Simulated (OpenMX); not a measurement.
**SiO2 under changes of volume**

One of the cells (13.656 Å³/atom); the others are scaled copies at fixed shape and fractional positions:

```xyz
12
Lattice="0.0000 4.7163 7.3628 2.3596 0.0000 7.3628 2.3596 4.7163 0.0000" Properties=species:S:1:pos:R:3 pbc="T T T"
Si    3.5394    7.0744   13.7944
Si    2.3596    4.7163   10.1131
Si    2.3596    4.7163    4.6125
Si    3.5394    7.0744    8.2939
O     1.1798    0.5984    3.6814
O     1.1798    4.1179    3.6814
O     2.3596    7.6728    7.3628
O     2.3596    1.7597    7.3628
O     2.9495    3.5372    5.5221
O     2.9495    5.8953    9.2035
O     1.7697    3.5372    9.2035
O     1.7697    5.8953    5.5221
```

The cell comes from a database or a generator and needn't be the stable form of this composition.

```yaml
Program: OpenMX 3.8.5
Functional: LDA
Potentials_or_basis: OpenMX 2013 LDA set, Si7.0-s2p2d1, O6.0-s2p2d1, fixed grid of 49 × 49 × 49 points
k_mesh: 7 × 7 × 7
Occupations: fermi-dirac, width 0.05 eV
Spin: no spin polarisation
```

```csv
volume (Å³/atom),energy over the lowest point (meV/atom),gap on the mesh (eV),largest force (eV/Å)
12.837,43.37,6.39,1.414
13.110,21.60,6.25,1.075
13.383,7.58,6.10,0.773
13.656,?,?,?
13.929,0.00,5.79,0.226
14.202,5.17,5.63,0.162
14.475,15.59,5.47,0.237
```

Problem. What does the run at 13.656 Å³/atom give?

Solution. Energy over the lowest point 0.60 meV/atom; gap on the mesh 5.95 eV; largest force 0.496 eV/Å.

Worked out: A Birch-Murnaghan fit of order 3 (a polynomial in V^(-2/3)) to the other rows has its minimum at 13.82 Å³/atom with B0 = V·E''(V) = 178 GPa and B' = 3.9 at fixed shape and positions, which overstates the stiffness. It gives 0.60 meV/atom at 13.656 Å³/atom, against the run's 0.60. A parabola through the other rows of the gap, of slope -7.72 eV per unit of ln V (its deformation potential) there, gives 5.95 eV, against the run's 5.95.

Energies are extrapolated to zero smearing.

Caveats: an odd mesh through Γ misses points on the zone boundary, where band edges often lie; the basis of atomic orbitals isn't converged, which shifts pressures, moduli and gaps; forces of over 1 eV/Å show positions far from the minimum, so gaps and moduli don't describe the material at rest (some runs).
